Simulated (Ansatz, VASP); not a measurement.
# AlRu in VASP and in Ansatz

```
Ru Al
1.0
     2.99160    0.00000    0.00000
     0.00000    2.99160    0.00000
     0.00000    0.00000    2.99160
Ru Al
1 1
Direct
  0.50000 0.50000 0.50000
  0.00000 0.00000 0.00000
```

Alike in both runs: task relaxation of cell and atoms; functional r2SCAN; k mesh 9 × 9 × 9; occupations fermi-dirac, width 0.05 eV; no spin polarisation.

|  | VASP | Ansatz |
| --- | --- | --- |
| version | VASP 6.6.1 | Ansatz 0.2.0 |
| potentials or method | VASP PAW PBE potentials, release 64 (Ru_pv, Al) | Ansatz PAW |
| plane-wave cutoff (eV) | 600 | 500 |
| valence electrons in the cell | 17 | 19 |

Ansatz gave:

```
gap on the k mesh at the Fermi level, each at its own relaxed structure (eV) : none
relaxed volume (Å³/atom)                                                     : 13.26
relaxed cell length with the largest relative difference (Å)                 : 2.982
```

Task: Which values does VASP return?

Result: gap on the k mesh at the Fermi level, each at its own relaxed structure (eV): none; relaxed volume (Å³/atom): 13.27; relaxed cell length with the largest relative difference (Å): 2.983.

A gap of «none» marks a metal or a gap that the smearing closes. The two sets of potentials don't hold the same shells in valence.

Caveats: the PAW data sets were made with another functional, which shifts forces and pressure a little (VASP); the plane-wave basis is chosen anew once the cell has moved, so the energies of steps on either side of that aren't comparable (Ansatz); the PAW data sets come from PBE, with cores solved anew for the run's functional, which leaves a small shift of forces and pressure (Ansatz).
